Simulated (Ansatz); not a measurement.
Crystal: Bi.

```xyz
2
Lattice="3.4886 -3.1326 0.0000 3.4886 3.1326 0.0000 -1.2602 0.0000 3.1136" Properties=species:S:1:pos:R:3 pbc="T T T"
Bi    4.1738    0.0000    2.6695
Bi    1.5432    0.0000    0.4440
```

This isn't the form of Bi at room conditions, which is rhombohedral.

| Quantity | Value |
| --- | --- |
| Program | Ansatz 0.2.0 |
| Task | single point |
| Functional | PBE |
| Potentials or basis | all-electron LAPW, scalar-relativistic |
| Cutoff | 190 eV (chosen from the basis error) |
| Basis error allowed | 0.001 eV/atom |
| k mesh | 6 × 6 × 9 |
| Occupations | fermi-dirac, width 0.05 eV |
| Spin | no spin polarisation |

On this cell: pressure 0.1 GPa; largest force 0.042 eV/Å; band gap on the k mesh none (metal or under the smearing width).

The same run follows on a disturbed copy (atoms moved at random, drawn with an rms of 0.05 Å):

```xyz
2
Lattice="3.4886 -3.1326 0.0000 3.4886 3.1326 0.0000 -1.2602 0.0000 3.1136" Properties=species:S:1:pos:R:3 pbc="T T T"
Bi    4.1692    0.0043    2.6437
Bi    1.5625    0.0187    0.4507
```

What does the disturbed cell give?

The energy (extrapolated to zero smearing) moves by +1.3 meV/atom; pressure -0.1 GPa; largest force 0.095 eV/Å; band gap on the k mesh none (metal or under the smearing width).

Forces in eV/Å, atoms in the order of the input:
```
Bi   0.083  0.015  0.044
Bi  -0.083 -0.015 -0.044
```

Stress tensor (GPa, compression positive):
```
-0.04 -0.02 -0.32
-0.02 -0.80 -0.02
-0.32 -0.02  0.68
```

Caveats: spin-orbit coupling is left out, which moves the levels of the heavy elements.
